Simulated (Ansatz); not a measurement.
HgTe: equation of state with LDA

HgTe:

```
Hg Te
1.0
     0.00000    3.18000    3.18000
     3.18000    0.00000    3.18000
     3.18000    3.18000    0.00000
Hg Te
1 1
Cartesian
  0.0000 0.0000 0.0000
  3.1800 3.1800 3.1800
```

Measurements of this composition are mostly on another form, of space group No. 216.

- Program: Ansatz 0.2.0
- Task: equation of state
- Functional: LDA
- Potentials or basis: all-electron LAPW, scalar-relativistic
- Basis error allowed: 0.001 eV/atom
- k mesh: 7 × 7 × 7
- Occupations: fermi-dirac, width 0.05 eV
- Spin: no spin polarisation

```
Equilibrium volume : outside the volumes run
```

Energy against volume, from the lowest point:
```csv
volume (Å³/atom),energy (meV/atom)
30.228,0.00
30.871,27.07
31.514,56.14
32.157,86.87
32.801,118.97
33.444,152.17
34.087,186.26
```

All runs of the series together: 40 s on 1 thread of AMD EPYC 7R43 64-Core Processor (Zen 3) (shared host).

Spin-orbit coupling is left out, which matters for the levels of Hg, Te.
